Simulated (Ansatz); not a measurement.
Crystal: SnO2.

```
Sn O
1.0
     1.61709    0.93363    4.80059
    -1.61709    0.93363    4.80059
     0.00000   -1.86726    4.80059
Sn O
1 2
Direct
  0.50000 0.50000 0.50000
  0.76283 0.76283 0.76283
  0.23717 0.23717 0.23717
```

Measurements of this composition are mostly on another form, of space group No. 136.

Base run:

```yaml
Program: Ansatz 0.2.0
Functional: PBEsol
Potentials_or_basis: Ansatz PAW
Cutoff: 420 eV
Density_cutoff: 1680 eV
k_mesh: 10 × 10 × 10
Occupations: fermi-dirac, width 0.05 eV
Spin: no spin polarisation
```

Its results: band gap on the k mesh 1.87 eV, indirect (least direct gap 1.98 eV); pressure -5.1 GPa; largest force 0.394 eV/Å.

Task: The run is repeated on the same cell with these changes: functional from PBEsol to LDA. What comes out?

Result: Band gap on the k mesh 1.77 eV, indirect (least direct gap 1.89 eV); pressure -9.1 GPa; largest force 0.676 eV/Å.

LDA binds more tightly than PBEsol, so the same cell stands under less pressure.

Caveats: spin-orbit coupling is left out, which moves the levels of the heavy elements; the PAW data sets come from PBE, with cores solved anew for the run's functional, which leaves a small shift of forces and pressure.

Not every run made on this cell is shown here.
